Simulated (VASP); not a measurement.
I, 4 atoms in the cell. The structure is orthorhombic, space group Cmce (No. 64). The conventional cell has a = 6.155 Å, b = 4.012 Å, c = 9.168 Å, α = 90.00°, β = 90.00°, γ = 90.00°. I (site symmetry m) has 3 I at 2.79 to 3.06 Å as nearest neighbours. 

```yaml
Program: VASP 6.6.1
Task: relaxation of cell and atoms
Functional: LDA
Potentials_or_basis: VASP PAW LDA potentials, release 64 (I)
Cutoff: 600 eV
k_mesh: 8 × 8 × 4
Occupations: gaussian, width 0.03 eV
Spin: no spin polarisation
Target_pressure: 9.9 GPa
Further_INCAR_settings: ALGO = Normal; EDIFF = 1e-07; IBRION = 2; EDIFFG = -0.005; NSW = 90; ISIF = 3
Target_pressure: 9.9 GPa
```

Potentials or basis: VASP PAW LDA potentials, release 64 (I).

Run with:

```bash
$ cat potpaw_LDA.64/I/POTCAR > POTCAR
$ mpirun -np 1 vasp_std > vasp.out
```

Hardware: 1 thread of Intel(R) Xeon(R) Platinum 8175M CPU @ 2.50GHz (Skylake/Cascade Lake) (shared host).

Problem. Estimate the wall time of this run.

Solution. It took 7 min on 1 thread of Intel(R) Xeon(R) Platinum 8175M CPU @ 2.50GHz (Skylake/Cascade Lake) (shared host), peak memory 0.29 GiB. Counts: scf iterations 35, k points 63, ion steps 6.
